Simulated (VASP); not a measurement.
# Lu: convergence, self-consistent run

Lu, P-3m1 (no. 164), 2 atoms in the cell. AM05; PAW potentials Lu (PBE set). VASP 6.6.1. The cell is changed on purpose: last atom moved by 0.08 Å along z, cell strained by +1.0% along z.

Wanted: energy within 2 meV/atom; forces within 0.01 eV/Å; stress within 0.2 GPa.

What the run is for: all; Accuracy asked: standard.

POSCAR:
```
Lu
1.0
    3.5031000000      0.0000000000      0.0000000000
   -1.7515500000      3.0337735920      0.0000000000
    0.0000000000      0.0000000000      5.6064090000
Lu
2
Direct
    0.6666666700      0.3333333300      0.7500000000
    0.3333333300      0.6666666700      0.2644120800
```

The series start from Plane-wave cutoff (eV): 330; Smearing width (eV): 0.1; k-point mesh: 12 × 12 × 7; Precision mode (PREC): Accurate; Electronic threshold (eV): 1e-6; Bands in all (NBANDS): 35; Aspherical gradient terms in the spheres (LASPH): yes; Electronic algorithm: ALGO=Normal; Delay and inner steps: defaults; Use of symmetry (ISYM): defaults. Each series keeps the choices made before it, and each single choice may use up half of a tolerance.

## Plane-wave cutoff (eV)

| Plane-wave cutoff (eV) | Energy less reference (meV/atom) | Forces, largest deviation (eV/Å) | Stress, largest deviation (GPa) | SCF iterations | Time (s) |
|---|---|---|---|---|---|
| 200 | 73.7 | 0.006 | 10.05 | 13 | 28 |
| 260 | 6.0 | 0.001 | 0.48 | 14 | 40 |
| 290 | 5.4 | 0.001 | 0.38 | 14 | 41 |
| 330 | 4.0 | 0.001 | 0.25 | 12 | 45 |
| 380 | 4.3 | 0.000 | 0.07 | 12 | 48 |
| 450 | 3.0 | 0.001 | 0.09 | 12 | 48 |
| 540 | 0.1 | 0.001 | 0.04 | 12 | 70 |
| 680 (reference) | 0.0 | 0.000 | 0.00 | 12 | 108 |

Chosen: 540, the loosest value from which every tighter one stays within half of the tolerance.

## Smearing width (eV)

| Smearing width (eV) | Energy less reference (meV/atom) | Forces, largest deviation (eV/Å) | Stress, largest deviation (GPa) | SCF iterations | Time (s) |
|---|---|---|---|---|---|
| 0.4 | 0.2 | 0.002 | 0.58 | 12 | 83 |
| 0.3 | 0.4 | 0.004 | 0.42 | 12 | 83 |
| 0.2 | -0.1 | 0.003 | 0.28 | 12 | 78 |
| 0.15 | -0.2 | 0.003 | 0.20 | 12 | 68 |
| 0.1 | -0.2 | 0.004 | 0.09 | 12 | 70 |
| 0.05 (reference) | 0.0 | 0.000 | 0.00 | 12 | 77 |

Chosen: 0.1.

## k-point mesh

| k-point mesh | Energy less reference (meV/atom) | Forces, largest deviation (eV/Å) | Stress, largest deviation (GPa) | SCF iterations | Time (s) |
|---|---|---|---|---|---|
| 4 × 4 × 2 | 4.1 | 0.102 | 2.03 | 13 | 21 |
| 5 × 5 × 3 | 31.1 | 0.045 | 0.58 | 12 | 22 |
| 6 × 6 × 4 | -9.9 | 0.024 | 0.34 | 12 | 30 |
| 8 × 8 × 5 | 3.8 | 0.005 | 0.59 | 12 | 38 |
| 10 × 10 × 6 | 0.8 | 0.011 | 0.10 | 12 | 52 |
| 12 × 12 × 7 | 0.0 | 0.002 | 0.12 | 12 | 70 |
| 14 × 14 × 8 | -0.8 | 0.004 | 0.12 | 12 | 105 |
| 17 × 17 × 9 (reference) | 0.0 | 0.000 | 0.00 | 12 | 138 |

Chosen: 17 × 17 × 9; the next looser run is off by more than half of the tolerance, so convergence isn't shown beyond this value.

## Precision mode (PREC)

| Precision mode (PREC) | Energy less reference (meV/atom) | Forces, largest deviation (eV/Å) | Stress, largest deviation (GPa) | SCF iterations | Time (s) |
|---|---|---|---|---|---|
| SingleN | -1.8 | 0.005 | 0.04 | 12 | 83 |
| Normal | 0.0 | 0.001 | 0.00 | 12 | 85 |
| Single | -0.6 | 0.004 | 0.01 | 12 | 143 |
| Accurate (reference) | 0.0 | 0.000 | 0.00 | 12 | 138 |

Chosen: Normal.

## Electronic threshold (eV)

| Electronic threshold (eV) | Energy less reference (meV/atom) | Forces, largest deviation (eV/Å) | Stress, largest deviation (GPa) | SCF iterations | Time (s) |
|---|---|---|---|---|---|
| 0.001 | 0.0 | 0.004 | 0.29 | 9 | 68 |
| 0.0001 | 0.0 | 0.000 | 0.50 | 9 | 72 |
| 1e-5 | 0.0 | 0.001 | 0.12 | 11 | 92 |
| 1e-6 | 0.0 | 0.000 | 0.06 | 12 | 85 |
| 1e-7 | 0.0 | 0.000 | 0.01 | 15 | 104 |
| 1e-8 (reference) | 0.0 | 0.000 | 0.00 | 17 | 128 |

Chosen: 1e-6.

## Bands in all (NBANDS)

| Bands in all (NBANDS) | Energy less reference (meV/atom) | Forces, largest deviation (eV/Å) | Stress, largest deviation (GPa) | SCF iterations | Time (s) |
|---|---|---|---|---|---|
| 26 | 0.0 | 0.001 | 0.03 | 14 | 84 |
| 27 | 0.0 | 0.001 | 0.03 | 15 | 86 |
| 29 | 0.0 | 0.000 | 0.02 | 13 | 77 |
| 31 | 0.0 | 0.000 | 0.05 | 12 | 73 |
| 35 | 0.0 | 0.000 | 0.04 | 12 | 85 |
| 45 (reference) | 0.0 | 0.000 | 0.00 | 12 | 120 |

Chosen: 26.

## Aspherical gradient terms in the spheres (LASPH)

| Aspherical gradient terms in the spheres (LASPH) | Energy less reference (meV/atom) | Forces, largest deviation (eV/Å) | Stress, largest deviation (GPa) | SCF iterations | Time (s) |
|---|---|---|---|---|---|
| no | 0.1 | 0.001 | 0.00 | 14 | 68 |
| yes (reference) | 0.0 | 0.000 | 0.00 | 14 | 84 |

Chosen: no.

## Electronic algorithm

| Electronic algorithm | Energy less reference (meV/atom) | Forces, largest deviation (eV/Å) | Stress, largest deviation (GPa) | SCF iterations | Time (s) |
|---|---|---|---|---|---|
| ALGO=Normal | 0.0 | 0.000 | 0.00 | 14 | 68 |
| ALGO=Fast | 0.0 | 0.000 | 0.05 | 81 | 319 |
| ALGO=VeryFast | no result | no result | no result | 120 | 499 |
| ALGO=All ISEARCH=1 | 0.0 | 0.000 | 0.05 | 50 | 166 |
| ALGO=All ISEARCH=0 | 0.0 | 0.000 | 0.05 | 50 | 155 |
| ALGO=Damped TIME=0.4 | no result | no result | no result | 120 | 279 |
| ALGO=Damped TIME=0.1 | no result | no result | no result | 120 | 294 |

Chosen: ALGO=Normal; no other choice that stays within half of the tolerance saves 30 % of the time.

## Delay and inner steps

| Delay and inner steps | Energy less reference (meV/atom) | Forces, largest deviation (eV/Å) | Stress, largest deviation (GPa) | SCF iterations | Time (s) |
|---|---|---|---|---|---|
| defaults | 0.0 | 0.000 | 0.00 | 14 | 68 |
| NELMDL=-2 | 0.0 | 0.000 | 0.13 | 15 | 62 |
| NELMDL=-8 | 0.0 | 0.000 | 0.09 | 16 | 77 |
| NELMDL=-12 | 0.0 | 0.001 | 0.02 | 21 | 91 |
| NRMM=2 | 0.0 | 0.001 | 0.03 | 46 | 154 |
| NRMM=6 | 0.0 | 0.000 | 0.00 | 12 | 70 |
| WEIMIN=0.001 | 0.0 | 0.000 | 0.00 | 14 | 76 |

Chosen: defaults.

## Use of symmetry (ISYM)

| Use of symmetry (ISYM) | Energy less reference (meV/atom) | Forces, largest deviation (eV/Å) | Stress, largest deviation (GPa) | SCF iterations | Time (s) |
|---|---|---|---|---|---|
| defaults | 0.0 | 0.000 | 0.00 | 14 | 68 |
| ISYM=1 | 0.0 | 0.000 | 0.00 | 14 | 74 |
| ISYM=0 | 0.0 | 0.000 | 0.01 | 16 | 365 |
| ISYM=-1 | 0.0 | 0.001 | 0.04 | 15 | 738 |

Chosen: defaults.

## All choices together

| Input | Energy less reference (meV/atom) | Forces, largest deviation (eV/Å) | Stress, largest deviation (GPa) | Time (s) |
|---|---|---|---|---|
| the program's defaults (naive) | 35.6 | 0.030 | 0.81 | 3.0 |
| chosen settings | 0.2 | 0.001 | 0.13 | 68 |
| reference settings throughout | 0.0 | 0.000 | 0.00 | 296 |

The chosen settings stay within the tolerance of the reference run, but the reference itself isn't shown to be converged in: k-point mesh.

Values of the reference run: Forces: 0, 0, 0.3001, 0, 0, -0.3001 eV/Å; Stress: -2.21, 0, 0, 0, -2.21, 0, 0, 0, -4.024 GPa.

## The input

INCAR:
```
SYSTEM = Lu
  GGA = AM
  ISMEAR = 1
  SIGMA = 0.1
  LWAVE = .False.
  LCHARG = .False.
  ISIF = 2
  PREC = Normal
  LASPH = .False.
  LREAL = .False.
  ALGO = Normal
  EDIFF = 1E-6
  NELM = 120
  GGA_COMPAT = .False.
  ENCUT = 540
  KPAR = 4
  NBANDS = 26
```

KPOINTS:
```
Automatic mesh
0
Gamma
  17 17 9
  0 0 0
```

Commands:
```
cat potpaw_PBE.64/Lu/POTCAR > POTCAR
mpirun -np 4 vasp_std > vasp.out
```

The chosen input took VASP 6.6.1 68 s on 4 cores (Intel Xeon Platinum 8259CL @ 2.50GHz (Skylake/Cascade Lake)), a shared host.

## An input that fails: mixing far too strong

VASP's message: ERROR FEXCP: supplied Exchange-correletion table is too small, maximal index : 7582.

Changes against the starting input:
```
- NELM = 120
+ NELM = 100
+ IMIX = 1
+ AMIX = 2.5
+ BMIX = 0.0001
```
